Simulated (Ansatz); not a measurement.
Input and command of a plane-wave DFT calculation in Ansatz:

```yaml
crystal:
  lattice:
    - [-1.9999996503, -3.4641010095, 0.0]
    - [1.9999996503, -3.4641010095, 0.0]
    - [0.0, 0.0, 25.70001]
  atoms:
    - { symbol: In, position: [0.0, 0.0, 0.7545676158] }
    - { symbol: In, position: [0.3333333333, 0.3333333333, 0.1073561945] }
    - { symbol: In, position: [0.6666666667, 0.6666666667, 0.4309619052] }
    - { symbol: In, position: [1.0, 1.0, 0.863493298] }
    - { symbol: In, position: [0.3333333333, 0.3333333333, 0.2162818767] }
    - { symbol: In, position: [0.6666666667, 0.6666666667, 0.5398875874] }
    - { symbol: Se, position: [1.0, 1.0, 0.3812884286] }
    - { symbol: Se, position: [0.3333333333, 0.3333333333, 0.7048941392] }
    - { symbol: Se, position: [0.6666666667, 0.6666666667, 0.0576827179] }
    - { symbol: Se, position: [1.0, 1.0, 0.5895287034] }
    - { symbol: Se, position: [0.3333333333, 0.3333333333, 0.9131344141] }
    - { symbol: Se, position: [0.6666666667, 0.6666666667, 0.2659229927] }
basis:
  ecutwfc: 420
kpoints:
  mp_grid: { grid: [10, 10, 2] }
hamiltonian:
  xc: pbesol
scf:
  occupations: { method: gaussian, width: 0.03 }
output:
  forces: true
  stress: true
  eigenvalues: true
```

```bash
ansatz run input.yaml --threads 2 --pin off --max-ram 5120MiB --backend cpu --events-out ev --progress --plain --runs-dir out
```

Processor: Intel(R) Xeon(R) 6975P-C (Granite Rapids), 2 threads, on a host shared with other jobs.

**Question.** How long does it run, and how much memory does it take?

**Answer.** About 24 s on 2 threads of Intel(R) Xeon(R) 6975P-C (Granite Rapids), with other jobs on the host, peak memory 1.2 GiB. It solves 105 bands at 28 k points (the mesh reduced by the symmetry that the task leaves, which can be less than the crystal's) with about 7021 plane waves, in 9 SCF iterations.
